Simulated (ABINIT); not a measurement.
Input of an ABINIT 10.8.3 (patched build) run:

The input run.abi:

```
# Pseudopotentials
pp_dirpath "./"
pseudos "Te.upf, Ti.upf"

# Structure
acell 3*1.0
rprim
     7.1374955727     0.0000000000     0.0000000000
    -3.5687477864     6.1812524854     0.0000000000
     0.0000000000     0.0000000000    12.2794403578
ntypat 2
znucl 52 22
natom 3
typat 1 1 2
xcart
    -0.0000000002     2.1806519668     4.7903256000
     1.8885000002     1.0903259833     1.7076744000
     0.0000000000     0.0000000000     0.0000000000 Angstrom

# Plane-wave basis
ecut 38.0

# k points
kptopt 1
ngkpt 6 6 3
nshiftk 1
shiftk 0.0 0.0 0.0

# Exchange and correlation
ixc -116133

# Bands and occupations
nband 27
occopt 3
tsmear 0.05 eV

# SCF cycle
nstep 100
tolvrs 1.0e-10

# Output
iomode 3
prtwf 0
prtden 0
prteig 0
prtebands 0
enunit 1
```

Potentials or basis: PseudoDojo NC SR PBEsol v0.4.1 standard.

Launch:

```sh
$ mpirun --bind-to none -np 4 abinit run.abi > log 2>&1
```

Question: Predict the pressure.

Answer: -2.3 GPa.

Question: Estimate the band gap on the k mesh.

Answer: None (metal or under the smearing width).

Forces in eV/Å, atoms in the order of the input:
```
Te   0.000  0.000  0.185
Te   0.000  0.000 -0.185
Ti   0.000  0.000  0.000
```

Caveat: this functional lacks dispersion, which binds the layers, so the pressure and a relaxed spacing across them are unreliable. The run has no spin-orbit coupling, so splittings on Te are missing.
